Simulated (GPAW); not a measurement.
Crystal: HfC.

```xyz
2
Lattice="0.0000 2.3250 2.3250 2.3250 0.0000 2.3250 2.3250 2.3250 0.0000" Properties=species:S:1:pos:R:3 pbc="T T T"
Hf    2.3250    2.3250    2.3250
C     0.0000    0.0000    0.0000
```

* Program: GPAW 26.7.0
* Task: relaxation of cell and atoms
* Functional: BLYP
* Potentials or basis: PAW data sets generated in the run's folder for this functional
* Cutoff: 800 eV
* Basis: pw
* k mesh: 10 × 10 × 10
* Occupations: fermi-dirac, width 0.05 eV
* Spin: no spin polarisation

At the start: pressure 7.5 GPa; volume 12.57 Å³/atom.

Question: Where does the relaxation end?

Answer: Over 3 steps the energy falls by 9.5 meV/atom and the volume is 12.96 Å³/atom (+3.1 %); space group Fm-3m (No. 225, to 0.05 Å).

The path:
```csv
step,energy change (eV),largest force (eV/Å),pressure (GPa),volume (Å³)
1,0.0000,0.0000,7.46,25.14
2,-0.0120,0.0000,4.35,25.45
3,-0.0190,0.0000,0.13,25.92
```

Final structure:
```yaml
crystal:
  lattice:
    - [0.00000, 2.34887, 2.34887]
    - [2.34887, 0.00000, 2.34887]
    - [2.34887, 2.34887, 0.00000]
  atoms:
    - { symbol: Hf, position: [0.50000, 0.50000, 0.50000] }
    - { symbol: C, position: [0.00000, 0.00000, 0.00000] }
```

Caveat: later steps reuse the first step's grids.
